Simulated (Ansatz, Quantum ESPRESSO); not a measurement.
# Ballistic conductance of 11 planar junctions in two codes

Do pwcond's layer matching and a second code's give the same conductance at the Fermi level?

**Method.** Quantum ESPRESSO 7.5 (pw.x, pwcond.x; lead and junction from one periodic cell, ewind 4 Ry, epsproj 1e-5, nz1 7) and Ansatz 0.2.0 (PAW) on the same atoms and the same mesh across the current. Geometries are as built. G counts both spins, in G₀ = 2e²/h = 77.48 µS.

Results:

| junction | level of pw.x | lead channels per spin | pwcond (G₀) | Ansatz (G₀) | ratio | area over G (fΩ m²) |
| --- | --- | --- | --- | --- | --- | --- |
| vacuum gap of 7.0 Å between two Au(111) faces ‡ | PBE, JTH PAW | 0.84 | 0.000375 | 0.00038 | 0.99 | 2.59e+03 |
| 5 layers of MgO(001) between Pt(100) leads | PBE, GBRV ultrasoft | 1.98 | 0.00021 | 0.000226 | 0.93 | 4.84e+03 |
| 4 layers of MgO(001) between V(100) leads | PBE, GBRV ultrasoft | 2.59 | 0.000171 | 0.000143 | 1.20 | 6.76e+03 |
| 3 layers of LiF(001) between Al(100) leads | LDA, GBRV ultrasoft | 1.70 | 0.000164 | 0.000168 | 0.98 | 6.42e+03 |
| 3 layers of hexagonal BN between Cu(111) leads, 3.2 Å off each face | LDA, GBRV ultrasoft | 0.89 | 0.000133 | 0.000121 | 1.10 | 5.56e+03 |
| 5 layers of CaO(001) between Mo(100) leads | PBE, GBRV ultrasoft | 1.62 | 0.000133 | 0.000121 | 1.10 | 9.69e+03 |
| 5 layers of MgO(001) between Pd(100) leads ‡ | LDA, GBRV ultrasoft | 1.78 | 9.7e−5 | 9.42e−5 | 1.03 | 1.03e+04 |
| 3 layers of graphene between Cu(111) leads, 3.2 Å off each face | PBE, GBRV ultrasoft | 0.87 | 5.4e−5 | 5.51e−5 | 0.98 | 1.37e+04 |
| 4 layers of LiF(001) between Al(100) leads | LDA, GBRV ultrasoft | 1.59 | 1.03e−5 | 9.74e−6 | 1.05 | 1.03e+05 |
| 5 layers of LiF(001) between Al(100) leads ‡ | PBE, GBRV ultrasoft | 1.73 | 3.73e−7 | 3.22e−7 | 1.16 | 2.82e+06 |
| 5 layers of LiF(001) between Ag(100) leads | PBE, GBRV ultrasoft | 0.92 | 1.18e−7 | 1.15e−7 | 1.03 | 9.4e+06 |

**Reading.** The conductance spans 1.18e−7 to 0.000375 G₀. The codes agree within 5 % on 6 and within 15 % on 9 of 11 junctions; the widest gap is a ratio of 1.20 (4 layers of MgO(001) between V(100) leads), where at least one of the two values is off. By hand, for the first row: A/G = 7.530e−20 m² / (0.000375 × 7.748e−5 S) = 2.59e+03 fΩ m².

What the numbers leave out: ‡ marks rows that fail one of these tests: mean channel counts within 15 %, counts alike on 88 % of the mesh's weight, T within a factor of two, a step under 100 meV across the lead's period. They stay in the counts above, and unmarked rows can lie close to these limits. Rows without a moment ran or ended unpolarised, and spin-orbit coupling is left out. Leads are short, and the mesh across the current differs between rows and was not tested: the channel count of one lead shows how much it matters. For early runs T was read anew from pwcond's own table, since our parser had counted it twice. Vacuum gaps count between atomic planes. Rows were grouped by the size of G.
